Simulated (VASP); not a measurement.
A run of VASP 6.6.1 is set up as follows.

The input POSCAR:

```
Ge
1.0
    3.6689249105      2.1182547847      6.2569924743
   -3.6689249105      2.1182547847      6.2569924743
    0.0000000000     -4.2365095693      6.2569924743
Ge
12
Direct
    0.0101900000      0.6536100000      0.0101900000
    0.0101900000      0.0101900000      0.6536100000
    0.6536100000      0.0101900000      0.0101900000
    0.9898100000      0.3463900000      0.9898100000
    0.3463900000      0.9898100000      0.9898100000
    0.9898100000      0.9898100000      0.3463900000
    0.2211800000      0.6306000000      0.2211800000
    0.2211800000      0.2211800000      0.6306000000
    0.6306000000      0.2211800000      0.2211800000
    0.7788200000      0.3694000000      0.7788200000
    0.3694000000      0.7788200000      0.7788200000
    0.7788200000      0.7788200000      0.3694000000
```

INCAR.step1

```
SYSTEM = Ge
PREC = Accurate
ENCUT = 520
ISMEAR = 0
SIGMA = 0.1
LREAL = .False.
LASPH = .True.
NELM = 100
NBANDS = 96
GGA = PE
ALGO = Normal
EDIFF = 1E-4
LWAVE = .True.
LCHARG = .False.
```

INCAR.step2

```
SYSTEM = Ge
PREC = Accurate
ENCUT = 520
EDIFF = 1E-6
ISMEAR = 0
SIGMA = 0.1
LREAL = .False.
LASPH = .True.
NELM = 100
ALGO = Normal
ISIF = 2
LWAVE = .False.
LCHARG = .False.
METAGGA = R2SCAN
LMIXTAU = .True.
NBANDS = 96
ISTART = 1
```

The input KPOINTS:

```
regular mesh
0
Gamma
  3 3 3
  0 0 0
```

Potentials or basis: VASP PAW PBE potentials, release 64 (Ge_d).

Run with:

```sh
$ cat potpaw_PBE.64/Ge_d/POTCAR > POTCAR
$ cp INCAR.step1 INCAR
$ mpirun -np 1 vasp_std > vasp.out
$ cp INCAR.step2 INCAR
$ mpirun -np 1 vasp_std > vasp.out
```

(1) Estimate the largest force.

(2) What does it give for the pressure?

(3) What does it give for the band gap on the k mesh?

Answers

(1) 0.954 eV/Å.

(2) 4.2 GPa.

(3) none (metal or under the smearing width).

Caveat: the PAW data sets were made with another functional, which shifts forces and pressure a little.
